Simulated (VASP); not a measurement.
**Sb: relaxation of cell and atoms with PBE**

Crystal: Sb.

```xyz
4
Lattice="3.1980 0.0205 0.0315 0.0411 6.1396 -0.0008 0.0629 -0.0008 6.0598" Properties=species:S:1:pos:R:3 pbc="T T T"
Sb    0.0292   -0.0366    1.5625
Sb    0.0107    0.0056    4.5623
Sb   -0.0177    3.0117    1.4108
Sb    0.1448    3.1573    4.5831
```

The cell isn't the ideal one: cell x4, atoms moved at random (sigma 0.1 Å) and cell strained at random (1.5 %), then relaxed without symmetry.

```json
{
 "Program": "VASP 6.6.1",
 "Task": "relaxation of cell and atoms",
 "Functional": "PBE",
 "Potentials or basis": "VASP PAW PBE potentials, release 64 (Sb)",
 "Cutoff": "600 eV",
 "k mesh": "8 × 4 × 4",
 "Occupations": "gaussian, width 0.2 eV",
 "Spin": "no spin polarisation",
 "Dipole correction": "no",
 "Further INCAR settings": "ALGO = Fast; EDIFF = 1e-07; IBRION = 2; EDIFFG = -0.025; NSW = 80; ISIF = 3"
}
```

* Relaxed volume: 30.24 Å³/atom
* Relaxed cell: a = 3.117 Å, b = 6.232 Å, c = 6.228 Å, α = 90.65°, β = 89.55°, γ = 90.06°
* Space group after relaxing (to 0.05 Å): P1 (No. 1)
* Energy gained by relaxing: 24.1 meV/atom
* Ionic steps: 11
* Pressure after relaxing: -0.1 GPa
* Largest force after relaxing: 0.025 eV/Å
* Band gap on the k mesh: none (metal or under the smearing width)

Forces on the atoms (eV/Å):
```
Sb   0.000  0.017 -0.002
Sb   0.007 -0.007 -0.013
Sb   0.009  0.008  0.022
Sb  -0.016 -0.018 -0.007
```

The path:
```tsv
step	energy change (eV)	largest force (eV/Å)	pressure (GPa)	volume (Å³)
1	0.0000	0.3087	1.54	118.96
2	-0.0760	0.0592	-1.14	123.81
3	-0.0833	0.0582	-0.61	122.62
4	-0.0872	0.0773	0.17	120.86
5	-0.0874	0.0739	0.02	121.17
6	-0.0879	0.0714	0.03	121.14
7	-0.0895	0.0661	0.03	121.03
8	-0.0923	0.0570	0.06	120.82
9	-0.0957	0.0318	0.18	120.40
10	-0.0963	0.0234	-0.18	121.16
11	-0.0964	0.0250	-0.09	120.98
```

Final structure:
```
Sb
1.0
     3.11681   -0.00146    0.01285
    -0.00396    6.23222   -0.03553
     0.02300   -0.03568    6.22825
Sb
4
Direct
  0.99886 0.99538 0.25147
  0.99688 0.00244 0.75344
  0.99481 0.49718 0.24533
  0.00945 0.50500 0.74976
```

Levels at points of the mesh, in eV from the Fermi level:
```csv
k point,band 7,band 8,band 9,band 10,band 11,band 12,band 13,band 14
"(0.00, 0.00, 0.00)",-3.49,-3.36,2.27,3.25,3.27,3.32,5.22,5.23
"(0.50, 0.00, 0.00)",-3.44,-3.42,-3.38,-1.63,-1.54,-1.47,2.27,2.28
"(0.00, 0.50, 0.00)",-1.94,-1.87,0.20,0.29,4.04,4.08,4.09,4.13
"(0.50, 0.50, 0.00)",-2.72,-2.68,-2.63,-2.59,0.20,0.28,2.36,2.46
"(0.00, 0.00, 0.50)",-1.94,-1.84,0.19,0.31,4.04,4.05,4.11,4.12
"(0.50, 0.00, 0.50)",-2.69,-2.68,-2.63,-2.62,0.19,0.31,2.35,2.48
"(0.00, 0.50, 0.50)",-1.23,-1.20,-0.93,-0.91,-0.80,-0.76,4.83,4.89
"(0.50, 0.50, 0.50)",-3.83,-3.79,0.57,0.64,0.71,0.77,1.43,1.47
```

Wall time 12 min on 1 thread of Intel(R) Xeon(R) 6975P-C (Granite Rapids) (shared host), peak memory 0.37 GiB.

Spin-orbit coupling is left out, which matters for the levels of Sb.
